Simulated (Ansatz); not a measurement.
Runs of Ansatz 0.2.0 on ZrS2. It takes space group P-3m1 (No. 164, trigonal). The conventional cell has a = 3.691 Å, b = 3.691 Å, c = 6.041 Å, α = 90.00°, β = 90.00°, γ = 120.00°. Zr (site symmetry -3m) is surrounded by 6 S at 2.57 Å. S (site symmetry 3m) has 3 Zr at 2.57 Å as nearest neighbours. The cell is a database's computed one.

| task | level | potentials or basis | cell | cutoff (eV) | points for each segment of the path | gap on the mesh (eV) | pressure (GPa) | V0 of scaled cells (Å³/atom) | relaxed volume (Å³/atom) | B0 (GPa) |
| --- | --- | --- | --- | --- | --- | --- | --- | --- | --- | --- |
| relaxation of cell and atoms | PBEsol+D4 | Ansatz PAW | relaxed | 420 | - | (a) | 0.0 | - | (c) | - |
| relaxation of cell and atoms | rPW86-PBE | Ansatz PAW | relaxed | 420 | - | 1.26 | 0.0 | - | (b) | - |
| equation of state | LDA | PseudoDojo LDA | as given | 952 | - | - | - | 22.60 | - | 99 |
| band structure | revPBE | Ansatz PAW | as given | 420 | 14 | 1.10 | 2.0 | - | - | - |
| equation of state | r2SCAN+D3(BJ) | Ansatz PAW | as given | 500 | - | - | - | 23.49 | - | 96 |

Alike in all rows: no spin polarisation; k mesh 8 × 8 × 5; smearing fermi-dirac 0.05 eV.

Question: Estimate the missing entries.

Answer: (a) 0.57; (b) 26.12; (c) 21.32.

Caveats: the PAW data sets come from PBE, with cores solved anew for the run's functional, which leaves a small shift of forces and pressure (some runs); odd divisions of the mesh miss points on the zone boundary, where band edges often lie, so the gap on the mesh can be too wide (some runs); the plane-wave basis is chosen anew once the cell has moved, so the energies of steps on either side of that aren't comparable (some runs); the cell was scaled at fixed shape and fractional positions, which overstates the stiffness of a crystal with free parameters, most of all of layers and chains (some runs); this functional lacks dispersion, which binds the layers, so the pressure and a relaxed spacing across them are unreliable (some runs); the PAW data sets were made with another functional, which shifts forces and pressure a little (some runs).

A k mesh can miss the band edges, and the runs leave out spin-orbit coupling on Zr.

Runs at the PBE level aren't shown here.
